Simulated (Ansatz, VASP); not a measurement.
Ti: VASP beside Ansatz

```
Ti
1.0
     0.00000    2.05898    2.05898
     2.05898    0.00000    2.05898
     2.05898    2.05898    0.00000
Ti
1
Direct
  0.00000 0.00000 0.00000
```

The cell was built by a generator and needn't be a form met in nature.

Alike in both runs: task single point; functional PBE; k mesh 18 × 18 × 18; occupations gaussian, width 0.05 eV; non-collinear spin, spin-orbit coupling.

|  | VASP | Ansatz |
| --- | --- | --- |
| version | VASP 6.6.1 | Ansatz 0.2.0 |
| potentials or method | VASP PAW PBE potentials, release 64 (Ti_sv) | plane waves, PAW |
| plane-wave cutoff (eV) | 520 | 600 |
| valence electrons in the cell | 12 | 12 |

|  | VASP | Ansatz | Ansatz less VASP |
| --- | --- | --- | --- |
| gap on the k mesh at the Fermi level (eV) | none | none | - |
| pressure (GPa) | -0.7 | -0.5 | +0.26 |
| net moment per atom (μB) | 0.00 | 0.00 | 0.000 |

A gap of «none» marks a metal or a gap that the smearing closes. With one functional, cell and mesh, what is left measures potentials, basis and numerics.
